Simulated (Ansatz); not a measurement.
## Relaxing Ta in the hcp type

First guess:

```
CELL_PARAMETERS angstrom
2.83900 0.00000 0.00000
-1.41950 2.45864 0.00000
0.00000 0.00000 4.59917
ATOMIC_POSITIONS crystal
Ta 0.33333 0.66667 0.25000
Ta 0.66667 0.33333 0.75000
```

All numbers below come from Ansatz 0.2.0, DFT, PBE, PAW with Ansatz's default frozen-core files, scalar-relativistic.

Cell and atoms relax within the symmetry of the start on a 13×13×7 k mesh with 0.03 eV Fermi–Dirac smearing.

The start is built from a prototype, known or not as a phase of this compound; the cutoff is 420 eV.

Spin–orbit coupling is left out, though it moves levels of the heavy atoms by tenths of an eV or more.

**Question.** What is the pressure of the first guess?

**Answer.** 38.9 GPa.

**Question.** What does it relax to?

**Answer.** a = 2.904 Å, b = 2.904 Å, c = 5.131 Å, α = 90.00°, β = 90.00°, γ = 120.00° (conventional cell), 18.74 Å³ per atom:
```xyz
2
Lattice="2.9039 0.0000 0.0000 -1.4520 2.5149 0.0000 0.0000 0.0000 5.1309" Properties=species:S:1:pos:R:3 pbc="T T T"
Ta    0.0000    1.6766    1.2827
Ta    1.4520    0.8383    3.8482
```

**Question.** How much energy does the relaxation release?

**Answer.** 338 meV/atom.
